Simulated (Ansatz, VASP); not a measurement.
# Cross-check of Co4C (C/Co(0001)) between VASP and Ansatz

Aim: how closely do two programs agree when they are given the same cell, functional and k mesh? Of the first pair: The structure shown is the start of the Ansatz relaxation below; VASP solves that cell, so the two are compared at the walk's first step.

Method: plane waves, with VASP 6.6.1 beside it; PBE, in Ansatz 0.2.0.

### Step 1. Starting point

The cell holds 5 atoms: 4 Co and 1 C. Its edges and angles: a = 2.510 Å, b = 2.510 Å, c = 25.519 Å, α = 90.0°, β = 90.0°, γ = 60.0°. Vacuum lies along c.

### Step 2. Ansatz: relaxation, PBE

Ansatz runs on its default PAW (the set named soft_2) files.

The two programs are compared at the cell with which this relaxation starts, whose forces are those of its first step.

Contents of input.yaml:

```yaml
crystal:
  lattice:
    - [2.51, 0.0, 0.0]
    - [1.255, 2.1737237635, 0.0]
    - [0.0, 0.0, 25.519378803]
  atoms:
    - { symbol: Co, position: [0.6666666667, 0.6666666667, 0.3526731614], spin: 1.82 }
    - { symbol: Co, position: [0.0, 0.0, 0.4324403852], spin: 1.76 }
    - { symbol: Co, position: [0.6666666667, 0.6666666667, 0.5125915177], spin: 1.74 }
    - { symbol: Co, position: [0.0, 0.0, 0.5888247203], spin: 1.79 }
    - { symbol: C, position: [0.3333333333, 0.3333333333, 0.6473268386] }
magnetization:
  spin_polarized: true
kpoints:
  mp_grid: { grid: [12, 12, 1] }
hamiltonian:
  xc: pbe
scf:
  occupations: { method: fermi_dirac, width: 0.1 }
  convergence: { dr2_threshold: 1.0e-08 }
efield:
  axis: 3
  dipole_correction: true
  ramp_position: 0.97
  ramp_width: 0.06
relax:
  f_tol: 0.02
  max_steps: 60
  constraints: [{ sites: [0, 1] }]
output:
  write_potential: true
  write_density: true
  volumetric_format: npy
```

Launch:

```console
$ ansatz run input.yaml --threads 4 --pin off --max-ram 16384MiB --backend cpu --events-out ev --progress --plain --runs-dir out
```

Numbers of over 12 decimals in the logs are rounded to 6 here.

Output:

```text
Engine: ansatz 0.2.0, aarch64-unknown-linux-gnu
Pseudopotentials: kind: paw
Pseudopotential: Co, paw, valence charge 17, recommended cutoff 420 eV (normal), Co.paw.azcp
Pseudopotential: C, paw, valence charge 4, recommended cutoff 420 eV (normal), C.paw.azcp
Functional definition: PBE
  parameter kappa = 0.804
  parameter beta = 0.066725
  exchange = pbe_x(kappa = kappa, mu = beta*pi^2/3)
  correlation = pbe_c(beta = beta)
Crystal: 5 atoms, lattice volume = 139.235 Å³
Basis set: ecut = 420 eV, 2731 PW (Γ), exchange–correlation on 36×36×360 points (8 copies of the dense FFT grid, shifted against one another)
Bands: 48, of which v1, the nominal top of the filled ones, is band 36 counted from 1 (35 counted from 0)
Symmetry: 6 space group operations
k-points: 19 of 144 (time reversal used)
Non-local potential: Co, projectors of the file, l = 0: 3, l = 1: 2, l = 2: 3, l = 3: 1
Non-local potential: C, projectors of the file, l = 0: 2, l = 1: 2, l = 2: 1
PAW form: soft (Blöchl's): semilocal exchange-correlation on the pseudo side does not see the compensation charge
PAW one-centre angular grid: Co, 590 points (default); XC on 64 Gauss nodes
PAW one-centre angular grid: C, 110 points (default); XC on 64 Gauss nodes
Initial density: superposition of atomic densities (neutral atoms: chi_scale 0, normalization atom)
Starting moments: Σ|m| = 7.11 μB on 4 of 5 sites
Initial wavefunctions: pseudopotential atomic-orbital guess
Functional: x = pbe(κ = 0.804, μ = 0.219515), c = pbe(β = 0.066725)
SCF iter   1: F=—  HF=-20749.605706 eV  |F-HF|=—  |Δ(HF+E_count)|=         —  Δρ=5.16e-2 (↑2.79e-2 ↓5.16e-2)  dr2=8.60e0  dr2_m=4.94e-1  M=6.638 μB ∫|m|=7.101 μB  β_m=1.00  ethr=3.10e-3  p=-0.000 e·Å  D=-1.41e-6 V/Å  ΔV_dip=0.00 eV  dr2_dipole=2.35e0  V_vac-E_F(+/−)=7.60/7.60 eV  ⟨swp⟩=11.8  Hψ=9824  notcnv=0  defer=18
Mixer restart at iter 1: flushing history
efield: sawtooth ramp at fractional position 0.9700 (set: `efield.ramp_position`, or a place that a band, a saddle search or an elastic batch's reference lends), width 0.0600; the density the first Hamiltonian is built on has a dipole p = -0.000 e·Å; the dipole correction subtracts the counter field D = -1.41e-6 V/Å, which shifts the + side's vacuum level by +0.00 eV against the − side's; the planar-averaged density in the ramp window peaks in size at 1.4e-5 e/Å³
preconditioner: auto → LDOS  [metal: Δε(μ)=0.008 eV  Ē_g=7.277 eV  σ=0.100 eV  W_gap=0.02  n_scr=18 (ndim 8)  ℏωp=19.9 eV  f_vac=0.581  D(μ)=5.01/eV (n_scr^D=20)]
spin=Collinear: LDOS preconditioning applied to the charge; magnetization (m = ρ↑ − ρ↓) channel mixes plain (no charge-response kernel on spin).
SCF iter   2: F=—  HF=-20748.810401 eV  |F-HF|=—  |Δ(HF+E_count)|=   7.95e-1  Δρ=1.52e-2 (↑1.32e-2 ↓1.52e-2)  dr2=3.60e0  dr2_m=6.22e-2  M=6.524 μB ∫|m|=7.361 μB  β_m=0.34  ethr=3.10e-3  p=-0.019 e·Å  D=-2.49e-2 V/Å  ΔV_dip=0.64 eV  dr2_dipole=1.57e0  V_vac-E_F(+/−)=7.28/6.64 eV  ⟨swp⟩=2.7  Hψ=3228  notcnv=0  defer=64
density mixer auto → msr1: a metal under ldos (density of states about μ 2.84 of a free-electron gas's, 18 screened modes)
SCF iter   3: F=—  HF=-20749.965502 eV  |F-HF|=—  |Δ(HF+E_count)|=    1.16e0  Δρ=8.25e-3 (↑8.25e-3 ↓8.19e-3)  dr2=1.55e0  dr2_m=1.90e-2  M=6.425 μB ∫|m|=7.347 μB  β_m=0.43  ethr=3.10e-3  p=-0.036 e·Å  D=-4.68e-2 V/Å  ΔV_dip=1.19 eV  dr2_dipole=6.43e-1  V_vac-E_F(+/−)=7.21/6.02 eV  ⟨swp⟩=2.2  Hψ=2218  notcnv=0  defer=66
SCF iter   4: F=—  HF=-20750.918494 eV  |F-HF|=—  |Δ(HF+E_count)|=   9.53e-1  Δρ=7.47e-3 (↑6.04e-3 ↓7.47e-3)  dr2=1.27e-1  dr2_m=5.22e-2  M=6.229 μB ∫|m|=7.267 μB  β_m=0.62  ethr=2.15e-3  p=-0.057 e·Å  D=-7.45e-2 V/Å  ΔV_dip=1.90 eV  dr2_dipole=3.60e-2  V_vac-E_F(+/−)=7.18/5.28 eV  ⟨swp⟩=2.9  Hψ=2412  notcnv=0  defer=68
SCF iter   5: F=—  HF=-20751.121418 eV  |F-HF|=—  |Δ(HF+E_count)|=         —  Δρ=1.82e-2 (↑1.36e-2 ↓1.82e-2)  dr2=6.80e-2  dr2_m=3.19e-1  M=5.781 μB ∫|m|=6.807 μB  β_m=0.62  ethr=1.76e-4  p=-0.064 e·Å  D=-8.27e-2 V/Å  ΔV_dip=2.11 eV  dr2_dipole=3.02e-3  V_vac-E_F(+/−)=7.23/5.12 eV  ⟨swp⟩=2.4  Hψ=3132  notcnv=0  defer=79
SCF iter   6: F=—  HF=-20751.109603 eV  |F-HF|=—  |Δ(HF+E_count)|=   1.18e-2  Δρ=1.02e-2 (↑1.02e-2 ↓9.62e-3)  dr2=3.00e-2  dr2_m=1.23e-1  M=5.700 μB ∫|m|=6.705 μB  β_m=0.81  ethr=9.45e-5  p=-0.063 e·Å  D=-8.17e-2 V/Å  ΔV_dip=2.08 eV  dr2_dipole=8.55e-3  V_vac-E_F(+/−)=7.18/5.09 eV  ⟨swp⟩=2.0  Hψ=2568  notcnv=0  defer=84
SCF iter   7: F=—  HF=-20751.117857 eV  |F-HF|=—  |Δ(HF+E_count)|=   8.25e-3  Δρ=3.78e-3 (↑3.78e-3 ↓3.46e-3)  dr2=5.87e-2  dr2_m=9.86e-4  M=5.597 μB ∫|m|=6.587 μB  β_m=0.63  ethr=4.17e-5  p=-0.059 e·Å  D=-7.72e-2 V/Å  ΔV_dip=1.97 eV  dr2_dipole=6.41e-3  V_vac-E_F(+/−)=7.03/5.06 eV  ⟨swp⟩=2.1  Hψ=3539  notcnv=0  defer=84
[...]
SCF iter   9: F=—  HF=-20751.854592 eV  |F-HF|=—  |Δ(HF+E_count)|=   1.60e-8  Δρ=1.90e-6 (↑1.90e-6 ↓1.56e-6)  dr2=1.32e-8  dr2_m=3.24e-9  M=5.591 μB ∫|m|=6.102 μB  β_m=0.75  ethr=4.62e-11  p=-0.013 e·Å  D=-1.66e-2 V/Å  ΔV_dip=0.42 eV  dr2_dipole=8.35e-10  V_vac-E_F(+/−)=5.38/4.96 eV  ⟨swp⟩=2.1  Hψ=2647  notcnv=0  defer=67
SCF iter  10: F=-20751.854592 eV  HF=-20751.854592 eV  |F-HF|=2.13e-9  |Δ(HF+E_count)|=   2.13e-9  Δρ=1.76e-6 (↑1.76e-6 ↓1.71e-6)  dr2=5.92e-9  dr2_m=1.78e-9  M=5.592 μB ∫|m|=6.102 μB  ethr=1.39e-11  p=-0.013 e·Å  D=-1.66e-2 V/Å  ΔV_dip=0.42 eV  dr2_dipole=2.28e-10  V_vac-E_F(+/−)=5.38/4.96 eV  ⟨swp⟩=7.7  Hψ=11841  notcnv=0
SCF 6 converged in 10 iterations: F = -20751.854592 eV  dr2 = 5.92e-9
relax step   6: F+E_penalty+E_count = -20751.85459233 eV  Δ(F+E_penalty+E_count) = -7.099e-5 eV  max|allowed force component| = 3.770e-3 eV/Å  Δτ_max = 0.0043 Å  (10 SCF iters, accepted)
NSCF: frozen V_eff on 19 k-points
the band table was solved once a step of the walk had ended and its energy, with any forces and stress, was formed, with the checks that follow a solve (10129 applications of the Hamiltonian). They found nothing against the state; the energy, forces and stress were not computed again (output.eigenvalues in the input reference)
solved again in the potential of the output density, not every published eigenvalue holds within its bar: in spin ↑, 8 eigenvalues moved, the lowest at band 44; the one that moved furthest (k=8, band 46), published at 10.149 eV, moved by -0.0042 eV, against a bar of 0.0032 eV; in spin ↓, 8 eigenvalues moved, the lowest at band 44; the one that moved furthest (k=12, band 46), published at 11.260 eV, moved by -0.0041 e [...]
WARN: The output density's exchange-correlation potential varies sharply where the density is thin. Do not read a vacuum level from v_tot or v_xc, or from such a field of the output density. On a cell that repeats whose density bears no net charge and no dipole along the vacuum's axis use v_es (v_loc + v_h of the components); under efield.dipole_correction with no amplitude use v_es + v_field, which holds any externa [...]
SCF converged after 10 iterations
Magnetization: 5.5915 μB (38.7958 up, 33.2042 down)
Absolute magnetization: 6.1032 μB (∫|ρ↑−ρ↓|, with the PAW one-centre terms)
Spin contamination: 0.1181 ħ² per cell (⟨S²⟩ above its minimum at these occupations)
Per-site moments (μB) at R_I (Å): [(1.822746, 1.030734), (1.757623, 1.016734), (1.767153, 1.016734), (0.334896, 0.728464), (0.058969, 0.728464)]
Free energy (F): -20751.854592 eV
Harris-Foulkes:  -20751.854592 eV  (|F-HF|=2.13e-9)
Internal energy: -20751.684505 eV  (E = F + TS)
E sigma→0 (E₀):  -20751.769549 eV
Entropy (-TS):   -0.170088 eV (-34.018 meV/atom)
Fermi energy:    3.087078 eV
Dipole field:    D = -0.016614 V/Å  (p = -0.012784 e·Å, saw-weighted, corrected)
Work function:   Φ+ = 5.3810 eV   Φ− = 4.9570 eV
Levels:          The Fermi level and band energies are counted from a zero that moves with the ramp; work functions are not
--- Per-component energies (eV) ---
  E_band       = -2065.823606
  E_kinetic    = 1902.020895
  E_local      = -174062.951736  (includes V_loc(G=0)·N_el)
  E_nonlocal   = 1847.501513
  E_hartree    = 85545.449908
  E_xc         = -682.635952
  E_vxc        = -878.285215  (∫ρ·V_xc dr)
  E_paw        = -6161.356474  (= ΣΔE_a)
  E_vpaw       = -1964.458619  (= ΣTr[D̂ρ^β])
  E_aug_tail   = 0.000315  (compensation charges beyond the density's cutoff)
  E_efield     = 0.000106  (sawtooth field / dipole correction)
  E_vefield    = -0.547428  (∫n·V_field dr)
  E_ewald      = 70860.286921
  E_smearing   = -0.170088  (= −TS)
  E_closure    = -0.000000  (closes the sum)
  Σ components = -20751.854592   (vs F -20751.854592, Δ=0.00e0)
--- Forces (eV/Å), atoms counted from 1 ---
  atom   1  Co     0.00000000     0.00000000     0.35245660
  atom   2  Co    -0.00000000     0.00000000    -0.34974705
  atom   3  Co     0.00000000    -0.00000000    -0.00376969
  atom   4  Co     0.00000000     0.00000000     0.00165509
  atom   5  C      0.00000000     0.00000000    -0.00060317
  max |Σ_I F_I| component: 8.23e-6 eV/Å
--- Band table (eV; the first three rows and the last of 38) ---
  k-point 0 ↑: bands = [... 32 lower, 1.2171, 1.2171, 1.4270, 1.4270, 1.7873, 1.7873, 2.0612, 2.0612, ... 8 higher]
  k-point 1 ↑: bands = [... 32 lower, 1.1345, 1.1657, 1.3971, 1.4160, 1.6356, 1.7824, 2.0764, 2.0809, ... 8 higher]
  k-point 2 ↑: bands = [... 32 lower, 1.0085, 1.1828, 1.2249, 1.4205, 1.6297, 1.7744, 2.1093, 2.5649, ... 8 higher]
  k-point 18 ↓: bands = [... 32 lower, 2.9904, 3.1282, 3.4661, 3.7496, 3.8851, 4.0194, 4.6653, 6.4261, ... 8 higher]
--- Relaxed structure (6 steps of the walk, 6 accepted, 0 SCFs on fresh bases) ---
  F+E_penalty+E_count = -20751.85459233 eV   max|allowed force component| = 3.770e-3 eV/Å
  atoms:
    - { symbol: Co, position: [0.666667, 0.666667, 0.352673] }
    - { symbol: Co, position: [-1.850371707762447e-17, -1.850371707762447e-17, 0.432440] }
    - { symbol: Co, position: [0.666667, 0.666667, 0.510569] }
    - { symbol: Co, position: [-8.682699448396918e-18, -1.8503717077624425e-17, 0.596360] }
    - { symbol: C, position: [0.333333, 0.333333, 0.635909] }
```

(Part 1 of 3 ends here.)

[Lines on the potential files, build, host, timing and source positions are cut from VASP's logs without a mark.]

[Logs are printed without paths, hosts, clocks, repeated set-up lines and the standing remarks that a program may print on its own settings, such as how far it seeks lower states.]

[Hosts, paths, dates, database ids (printed as entryN), source tags and the programs' standing remarks are cut or masked in the printed files.]
